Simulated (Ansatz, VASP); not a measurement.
**GaAs: VASP beside Ansatz**

Contents of POSCAR:

```
GaAs
1.0
    0.0000000000      2.8268500000      2.8268500000
    2.8268500000      0.0000000000      2.8268500000
    2.8268500000      2.8268500000      0.0000000000
As Ga
1 1
Direct
    0.7500000000      0.7500000000      0.7500000000
    0.0000000000      0.0000000000      0.0000000000
```

The input INCAR.step1:

```
PREC = Accurate
ENCUT = 520
EDIFF = 1E-5
ISMEAR = -1
SIGMA = 0.05
LREAL = False
LASPH = True
NELM = 60
ALGO = Normal
ISIF = 2
LWAVE = True
LCHARG = False
MAGMOM = 0 0 0 0 0 0
LORBIT = 11
LSORBIT = True
GGA_COMPAT = False
NBANDS = 30
GGA = PE
```

INCAR.step2

```
PREC = Accurate
ENCUT = 520
EDIFF = 1E-6
ISMEAR = -1
SIGMA = 0.05
LREAL = False
LASPH = True
NELM = 60
ALGO = Normal
ISIF = 2
LWAVE = False
LCHARG = False
MAGMOM = 0 0 0 0 0 0
LORBIT = 11
LSORBIT = True
GGA_COMPAT = False
GGA = PE
LHFCALC = True
AEXX = 0.25
PRECFOCK = Fast
NBANDS = 30
ISTART = 1
```

KPOINTS

```
regular mesh
0
Gamma
  4 4 4
```

Contents of input.yaml:

```yaml
crystal:
  lattice:
    - [0.0, 2.82685, 2.82685]
    - [2.82685, 0.0, 2.82685]
    - [2.82685, 2.82685, 0.0]
  atoms:
    - { symbol: As, position: [0.75, 0.75, 0.75] }
    - { symbol: Ga, position: [0.0, 0.0, 0.0] }
hamiltonian:
  xc: pbe0
  pseudopotentials: { kind: paw_fr }
magnetization:
  noncollinear: true
  spin_orbit: true
kpoints:
  mp_grid: { grid: [4, 4, 4] }
scf:
  occupations: { method: fermi_dirac, width: 0.05 }
output:
  forces: true
  stress: true
  eigenvalues: true
  write_density: true
  write_potential: true
  elf: true
  volumetric_format: npy
```

Alike in both runs: task single point; functional PBE0; k mesh 4 × 4 × 4; occupations fermi-dirac, width 0.05 eV; spin-orbit coupling, no magnetisation.

|  | VASP | Ansatz |
| --- | --- | --- |
| version | VASP 6.6.1 | Ansatz 0.2.0 |
| potentials or method | VASP PAW PBE potentials, release 64 (As, Ga_d) | Ansatz PAW |
| plane-wave cutoff (eV) | 520 | 420 |
| valence electrons in the cell | 18 | 28 |

VASP gave:

* gap on the k mesh at the Fermi level (eV): 2.06
* least direct gap on the mesh (eV): 2.06
* pressure (GPa): 1.0

Estimate Ansatz's values.

gap on the k mesh at the Fermi level (eV): 2.01; least direct gap on the mesh (eV): 2.01; pressure (GPa): 1.2.

With one functional, cell and mesh, what is left measures potentials, basis and numerics. The two sets of potentials don't hold the same shells in valence.

Caveats: the k mesh is coarse (spacing up to 0.48 Å⁻¹), so the values aren't converged, least of all with exact exchange; the PAW data sets were made with another functional, which shifts forces and pressure a little (VASP); the PAW data sets come from PBE, with cores solved anew for the run's functional, which leaves a small shift of forces and pressure (Ansatz); the thresholds are loose for stress (Ansatz).
